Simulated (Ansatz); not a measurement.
# Cr (Im-3m) in Ansatz: relaxation of cell and atoms with PBE

Aim: the relaxation of cell and atoms of Cr with PBE.

Everything below comes from runs of Ansatz 0.2.0. Logs are shortened: lines on timing, memory, paths and dates and some standing lists are left out, and cuts for length are marked.

## Step 1: Starting point

The structure is cubic, space group Im-3m (No. 229). The conventional cell has a = 2.969 Å, b = 2.969 Å, c = 2.969 Å, α = 90.00°, β = 90.00°, γ = 90.00°. Around Cr (site symmetry m-3m) lie 8 Cr at 2.57 Å.

## Step 2: Relaxation of cell and atoms, PBE, collinear spin, ferromagnetic start

Input file input.yaml:

```yaml
crystal:
  lattice:
    - [-1.4844496776, 1.4844496776, 1.4844496776]
    - [1.4844496776, -1.4844496776, 1.4844496776]
    - [1.4844496776, 1.4844496776, -1.4844496776]
  atoms:
    - { symbol: Cr, position: [0.0, 0.0, 0.0], spin: 3.0 }
kpoints:
  mp_grid: { grid: [12, 12, 12] }
scf:
  occupations: { method: fermi_dirac, width: 0.05 }
hamiltonian:
  xc: pbe
  pseudopotentials: { kind: all_electron, lapw: { basis_error: 0.001 } }
magnetization:
  spin_polarized: true
output:
  forces: true
  stress: true
relax:
  f_tol: 0.01
  max_steps: 60
  cell: {}
```

Potentials or basis: all-electron LAPW, scalar-relativistic.

Run with:

```sh
$ ansatz run input.yaml --threads 2 --pin off --max-ram 6144MiB --backend cpu --events-out ev --progress --plain --runs-dir out
```

Standard output:

```text
Warning: RAYON_NUM_THREADS=2 ignored (pool sized by the plan → 2); use --threads N
The last accepted step is kept in <dir> (removed where the run ends without a failure and the disk answers)
LAPW: plane waves up to 8.841 Å⁻¹, error target 1.0e-3 eV per atom; small_component_spin mean_spin; Cr in spheres of 1.247 Å, 14 of its electrons in bands, Dirac shells [] (how accurate: hamiltonian.pseudopotentials.lapw.basis_error, Limitations)
Engine: ansatz 0.2.0, x86_64-unknown-linux-gnu
Pseudopotentials: kind: all_electron
Pseudopotential: Cr, LAPW, valence charge 14, lapw/all_electron/scalar/gaussian/Cr, Koelling and Harmon's equation, gaussian nucleus
Functional definition: PBE
  parameter kappa = 0.804
  parameter beta = 0.06672455060314922
  exchange = pbe_x(kappa = kappa, mu = beta*pi^2/3)
  correlation = pbe_c(beta = beta)
Crystal: 1 atoms, lattice volume = 13.084 Å³
Basis set: ecut = 297.82094937098077 eV, 141 PW (Γ), exchange–correlation at level 2
Bands: 13, of which v1, the nominal top of the filled ones, is band 7 counted from 1 (6 counted from 0)
Symmetry: 48 space group operations
Space group: Im-3m (ITA 229), of the structure as read, at distance tolerance 2.4e-5 Å
Magnetic group: BNS 229.140 (UNI 1642), of the structure as read, at distance tolerance 2.4e-5 Å
k-points: 72 of 1728
Non-local potential: Cr, projectors of the file, none
Initial density: superposition of atomic densities (chi_scale 0.1, normalization cell)
Starting moments: Σ|m| = 3 μB on 1 of 1 site
Initial wavefunctions: plane waves of lowest kinetic energy (no species holds an atomic orbital)
Functional: x = pbe(κ = 0.804, μ = 0.2195149727645171), c = pbe(β = 0.06672455060314922)
iter 1 solved again at ethr=1.52e-3 eV; its pass at ethr=1.00e-1 eV (dr2=2.12e-1 eV) is discarded
SCF iter   1: F=—  HF=-28593.764858 eV  |F-HF|=—  |Δ(HF+E_count)|=         —  Δρ=5.41e-2 (↑5.41e-2 ↓3.77e-2)  dr2=2.13e-1  dr2_m=1.81e-1  M=2.061 μB ∫|m|=2.062 μB  β_m=0.30  ethr=1.52e-3  ⟨swp⟩=2.1  Hψ=12276  notcnv=0
Mixer restart at iter 1: flushing history
preconditioner: auto → none  [metal: Δε(μ)=0.006 eV  Ē_g=11.307 eV  σ=0.050 eV  W_gap=0.03  n_scr=0 (ndim 8)  ℏωp=25.1 eV  f_vac=0.000  D(μ)=2.17/eV (n_scr^D=42)]
SCF iter   2: F=—  HF=-28595.945170 eV  |F-HF|=—  |Δ(HF+E_count)|=         —  Δρ=1.19e-1 (↑1.19e-1 ↓1.10e-1)  dr2=2.91e-2  dr2_m=1.56e0  M=0.132 μB ∫|m|=0.136 μB  β_m=1.00  ethr=1.52e-3  ⟨swp⟩=2.1  Hψ=5633  notcnv=0
Mixer restart at iter 2: flushing history
SCF iter   3: F=—  HF=-28595.593839 eV  |F-HF|=—  |Δ(HF+E_count)|=   3.51e-1  Δρ=6.72e-3 (↑6.72e-3 ↓6.24e-3)  dr2=8.02e-3  dr2_m=2.04e-3  M=0.025 μB ∫|m|=0.030 μB  β_m=0.30  ethr=3.57e-4  ⟨swp⟩=3.0  Hψ=6380  notcnv=0
SCF iter   4: F=—  HF=-28595.627316 eV  |F-HF|=—  |Δ(HF+E_count)|=         —  Δρ=4.66e-3 (↑4.66e-3 ↓4.43e-3)  dr2=3.57e-3  dr2_m=1.14e-3  M=0.020 μB ∫|m|=0.024 μB  β_m=0.59  ethr=5.73e-5  ⟨swp⟩=2.1  Hψ=5039  notcnv=0
the basis was enlarged: its passes take 497.1 KiB over the memory plan, 2 of 2 planned eigensolver slots
iter 5 solved again at ethr=2.04e-6 eV; its pass at ethr=2.55e-5 eV (dr2=2.86e-4 eV) is discarded
SCF iter   5: F=—  HF=-28595.661489 eV  |F-HF|=—  |Δ(HF+E_count)|=   3.42e-2  Δρ=1.24e-3 (↑1.10e-3 ↓1.24e-3)  dr2=2.86e-4  dr2_m=5.55e-5  M=0.006 μB ∫|m|=0.008 μB  β_m=0.51  ethr=2.04e-6  ⟨swp⟩=2.0  Hψ=8516  notcnv=0
SCF iter   6: F=—  HF=-28595.662805 eV  |F-HF|=—  |Δ(HF+E_count)|=   1.32e-3  Δρ=2.50e-4 (↑2.40e-4 ↓2.50e-4)  dr2=3.34e-7  dr2_m=7.05e-6  M=0.002 μB ∫|m|=0.004 μB  β_m=0.76  ethr=2.04e-6  ⟨swp⟩=2.2  Hψ=4823  notcnv=0
SCF iter   7: F=—  HF=-28595.662846 eV  |F-HF|=—  |Δ(HF+E_count)|=   4.14e-5  Δρ=1.19e-4 (↑8.11e-5 ↓1.19e-4)  dr2=2.94e-7  dr2_m=1.12e-6  M=0.001 μB ∫|m|=0.002 μB  β_m=0.88  ethr=2.39e-9  ⟨swp⟩=3.1  Hψ=5272  notcnv=0
SCF iter   8: F=—  HF=-28595.662854 eV  |F-HF|=—  |Δ(HF+E_count)|=   8.05e-6  Δρ=4.33e-5 (↑2.94e-5 ↓4.33e-5)  dr2=3.49e-8  dr2_m=1.49e-7  M=0.000 μB ∫|m|=0.001 μB  β_m=0.94  ethr=2.10e-9  ⟨swp⟩=3.0  Hψ=5199  notcnv=0
SCF iter   9: F=—  HF=-28595.662855 eV  |F-HF|=—  |Δ(HF+E_count)|=   8.42e-7  Δρ=6.47e-6 (↑4.07e-6 ↓6.47e-6)  dr2=1.17e-9  dr2_m=2.97e-9  M=0.000 μB ∫|m|=0.000 μB  β_m=0.90  ethr=2.49e-10  ⟨swp⟩=3.0  Hψ=5229  notcnv=0
SCF iter  10: F=—  HF=-28595.662855 eV  |F-HF|=—  |Δ(HF+E_count)|=   1.61e-8  Δρ=4.87e-7 (↑1.67e-7 ↓4.87e-7)  dr2=9.88e-12  dr2_m=1.12e-11  M=0.000 μB ∫|m|=0.000 μB  β_m=0.95  ethr=8.36e-12  ⟨swp⟩=3.0  Hψ=5216  notcnv=0
SCF iter  11: F=—  HF=-28595.662855 eV  |F-HF|=—  |Δ(HF+E_count)|=  7.64e-11  Δρ=8.57e-8 (↑8.35e-8 ↓8.57e-8)  dr2=1.92e-12  dr2_m=1.32e-13  M=-0.000 μB ∫|m|=0.000 μB  β_m=0.98  ethr=1.00e-12  ⟨swp⟩=2.2  Hψ=4808  notcnv=0
SCF iter  12: F=-28595.662855 eV  HF=-28595.662855 eV  |F-HF|=0.00e0  |Δ(HF+E_count)|=    0.00e0  Δρ=2.31e-8 (↑1.55e-8 ↓2.31e-8)  dr2=1.23e-13  dr2_m=2.25e-15  M=-0.000 μB ∫|m|=0.000 μB  ethr=1.00e-12  ⟨swp⟩=2.0  Hψ=4784  notcnv=0
[... 23 lines left out ...]
SCF iter   1: F=—  HF=-28595.797726 eV  |F-HF|=—  |Δ(HF+E_count)|=         —  Δρ=2.81e-5 (↑2.81e-5 ↓2.81e-5)  dr2=8.90e-8  dr2_m=4.74e-17  M=-0.000 μB ∫|m|=0.000 μB  β_m=0.65  ethr=1.06e-8  ⟨swp⟩=4.8  Hψ=11882  notcnv=0
preconditioner: auto → none  [insulator: Δε(μ)=0.167 eV  Ē_g=11.748 eV  σ=0.050 eV  W_gap=0.68  n_scr=0 (ndim 8)  ℏωp=26.8 eV  f_vac=0.000  D(μ)=0.45/eV (n_scr^D=0)  ε∞_Penn≈6.2]
[... 10 lines left out ...]
iter 1 solved again at ethr=5.27e-10 eV; its pass at ethr=1.00e-1 eV (dr2=7.38e-8 eV) is discarded
SCF iter   1: F=—  HF=-28595.797745 eV  |F-HF|=—  |Δ(HF+E_count)|=         —  Δρ=4.78e-6 (↑4.78e-6 ↓4.78e-6)  dr2=2.61e-9  dr2_m=1.13e-18  M=0.000 μB ∫|m|=0.000 μB  β_m=0.65  ethr=5.27e-10  ⟨swp⟩=5.0  Hψ=11629  notcnv=0
preconditioner: auto → none  [insulator: Δε(μ)=0.167 eV  Ē_g=11.759 eV  σ=0.050 eV  W_gap=0.68  n_scr=0 (ndim 8)  ℏωp=26.8 eV  f_vac=0.000  D(μ)=0.45/eV (n_scr^D=0)  ε∞_Penn≈6.2]
SCF iter   2: F=—  HF=-28595.797745 eV  |F-HF|=—  |Δ(HF+E_count)|=   2.30e-8  Δρ=6.96e-6 (↑6.96e-6 ↓6.96e-6)  dr2=1.31e-8  dr2_m=4.52e-19  M=0.000 μB ∫|m|=0.000 μB  β_m=0.39  ethr=1.86e-11  ⟨swp⟩=3.1  Hψ=5693  notcnv=0
SCF iter   3: F=-28595.797745 eV  HF=-28595.797745 eV  |F-HF|=2.20e-9  |Δ(HF+E_count)|=   5.49e-8  Δρ=1.77e-6 (↑1.77e-6 ↓1.77e-6)  dr2=7.06e-10  dr2_m=1.80e-19  M=0.000 μB ∫|m|=0.000 μB  ethr=1.86e-11  ⟨swp⟩=3.0  Hψ=5216  notcnv=0
the starting moments were not kept: the SCF closed with an absolute magnetisation of 3.1e-10 μB, where they sum to 3 μB in size (1 site). That is at most 0.1 of that sum. Measured as dr2_m measures the in/out step, that magnetisation stands 1.3e-20 eV from none, at or under the dr2_threshold of 1.0e-7 eV: it is no larger than a step whose dr2_m would equal this threshold.
SCF 4 converged in 3 iterations: F = -28595.797745 eV  dr2 = 7.06e-10
relax step   4: F+E_penalty+E_count = -28595.79774479 eV  Δ(F+E_penalty+E_count) = -1.949e-5 eV  max|allowed force component| = 0.000e0 eV/Å  Δτ_max = 0.0000 Å  P = -0.005 GPa  Ω = 11.529 Å³  (3 SCF iters, accepted)
iter 1 solved again at ethr=1.70e-11 eV; its pass at ethr=1.00e-1 eV (dr2=2.38e-9 eV) is discarded
SCF iter   1: F=—  HF=-28595.797745 eV  |F-HF|=—  |Δ(HF+E_count)|=         —  Δρ=2.99e-6 (↑2.99e-6 ↓2.99e-6)  dr2=2.38e-9  dr2_m=1.78e-19  M=0.000 μB ∫|m|=0.000 μB  β_m=0.65  ethr=1.70e-11  ⟨swp⟩=3.0  Hψ=9506  notcnv=0
preconditioner: auto → none  [insulator: Δε(μ)=0.167 eV  Ē_g=11.760 eV  σ=0.050 eV  W_gap=0.68  n_scr=0 (ndim 8)  ℏωp=26.8 eV  f_vac=0.000  D(μ)=0.45/eV (n_scr^D=0)  ε∞_Penn≈6.2]
SCF iter   2: F=—  HF=-28595.797745 eV  |F-HF|=—  |Δ(HF+E_count)|=   1.77e-8  Δρ=9.63e-7 (↑9.63e-7 ↓9.63e-7)  dr2=2.44e-10  dr2_m=6.25e-20  M=0.000 μB ∫|m|=0.000 μB  β_m=0.65  ethr=1.70e-11  ⟨swp⟩=2.0  Hψ=4782  notcnv=0
SCF iter   3: F=-28595.797745 eV  HF=-28595.797745 eV  |F-HF|=2.44e-10  |Δ(HF+E_count)|=   4.50e-9  Δρ=4.78e-7 (↑4.78e-7 ↓4.78e-7)  dr2=6.00e-11  dr2_m=2.63e-20  M=-0.000 μB ∫|m|=0.000 μB  ethr=1.74e-12  ⟨swp⟩=3.0  Hψ=5124  notcnv=0
the starting moments were not kept: the SCF closed with an absolute magnetisation of 1.7e-10 μB, where they sum to 3 μB in size (1 site). That is at most 0.1 of that sum. Measured as dr2_m measures the in/out step, that magnetisation stands 2.8e-21 eV from none, at or under the dr2_threshold of 1.0e-7 eV: it is no larger than a step whose dr2_m would equal this threshold.
SCF 5 converged in 3 iterations: F = -28595.797745 eV  dr2 = 6.00e-11
relax step   5: F+E_penalty+E_count = -28595.79774491 eV  Δ(F+E_penalty+E_count) = -1.271e-7 eV  max|allowed force component| = 0.000e0 eV/Å  Δτ_max = 0.0000 Å  P = -0.005 GPa  Ω = 11.529 Å³  stress off target by 4.93e-3 GPa  SCF on the basis re-selected at this cell (its energy is not comparable with the rows above)  (3 SCF iters)
basis re-selected at this cell: Δ(F+E_penalty+E_count) = -1.271e-7 eV, ΔP = +0.000 GPa vs the last step (what re-selecting the basis moved, after the strain that the cell walked since its last selection, with what the two solves' SCF thresholds leave and, on support functions, any second-order correction that the steps lacked; it is no measure of the basis error at this ecutwfc). This SCF's stress stands 4.93e-3 GPa from its target on what of the cell is left free (relax.cell.stress_tol is 5.00e-2 GPa) and its largest allowed force component is 0.00e0 eV/Å (relax.f_tol is 1.00e-2 eV/Å): within both
SCF converged after 3 iterations
Magnetization: -0.0000 μB (7.0000 up, 7.0000 down)
Absolute magnetization: 0.0000 μB (∫|ρ↑−ρ↓|)
Spin contamination: 0.0000 ħ² per cell (⟨S²⟩ above its minimum at these occupations)
Per-site moments (μB) at R_I (Å): [(1.4157564010019996e-12, 1.1954947952904305)]
Free energy (F): -28595.797745 eV
Harris-Foulkes:  -28595.797745 eV  (|F-HF|=2.44e-10)
Internal energy: -28595.793662 eV  (E = F + TS)
E sigma→0 (E₀):  -28595.795703 eV
Entropy (-TS):   -0.004083 eV (-4.083 meV/atom)
Fermi energy:    20.010467 eV
--- Per-component energies (eV) ---
  E_band       = -136.216483
  E_kinetic    = 28928.811148
  E_xc         = -1328.055851
  E_electrostatic = -56196.548959  (all electrons and nuclei)
  E_smearing   = -0.004083  (= −TS)
  E_closure    = 0.000000  (closes the sum)
  E_atoms      = -28586.243230  (free atoms, spherical and without spin; not in F)
  Σ components = -28595.797745   (vs F -28595.797745, Δ=0.00e0)
  Basis errors (estimates in eV, not in F): energy 2.7e-4 per atom: plane waves 2.3e-4 (1.3e-4 summed), levels above the bands 1.3e-111, relativity 1.0e-8, radial functions 4.3e-5, core shells 2.6e-7; eigenvalues (radial functions only) 1.3e-6; not estimated: angular momenta, meshes, grids; target (lapw.basis_error) 1.0e-3; muffin-tin radii Cr 1.195 Å
--- Forces (eV/Å), atoms counted from 1 ---
  atom   1  Cr    -0.00000000     0.00000000     0.00000000
  max |Σ_I F_I| component: 5.75e-31 eV/Å
--- Stress (GPa, compression-positive) ---
       -0.004926      -0.000000      -0.000000
       -0.000000      -0.004926       0.000000
       -0.000000       0.000000      -0.004926
  P = ⅓ Tr σ = -0.0049 GPa (-0.049 kbar)
--- Relaxed structure (4 steps of the walk, 4 accepted, 1 SCFs on fresh bases) ---
  F+E_penalty+E_count = -28595.79774491 eV   max|allowed force component| = 0.000e0 eV/Å   (the final SCF, on the basis selected at the relaxed cell)
  cell:  # Å, volume = 11.5291 Å³
    - [-1.4231324786820605, 1.4231324786820605, 1.4231324786820605]
    - [1.4231324786820605, -1.4231324786820605, 1.4231324786820605]
    - [1.4231324786820605, 1.4231324786820605, -1.4231324786820605]
  atoms:
    - { symbol: Cr, position: [0.0, 0.0, 0.0] }
```

Run time: 7.2 s. Hardware: 2 threads of AMD EPYC 9R45 (Zen 5), shared host; peak memory 0.4 GiB.

Results:

* Free energy: -28595.7977 eV
* Relaxed volume: 11.53 Å³/atom
* Relaxed cell: a = 2.465 Å, b = 2.465 Å, c = 2.465 Å, α = 109.47°, β = 109.47°, γ = 109.47°
* Space group after relaxing (to 0.05 Å): Im-3m (No. 229)
* Energy gained by relaxing: 134.9 meV/atom
* Ionic steps: 5
* Pressure after relaxing: 0.0 GPa
* Net moment: 0.00 μB per cell
* Absolute moment: 0.00 μB per cell

Step by step:
```csv
step,energy change (eV),largest force (eV/Å),volume (Å³)
1,0.0000,0.0000,13.08
2,-0.1345,0.0000,11.46
3,-0.1349,0.0000,11.55
4,-0.1349,0.0000,11.53
5,-0.1349,0.0000,11.53
```

Final structure:
```
CELL_PARAMETERS angstrom
-1.42313 1.42313 1.42313
1.42313 -1.42313 1.42313
1.42313 1.42313 -1.42313
ATOMIC_POSITIONS crystal
Cr 0.00000 0.00000 0.00000
```

Caveat: the starting moments collapsed, and a magnetic state may lie lower; the starting moments weren't kept.
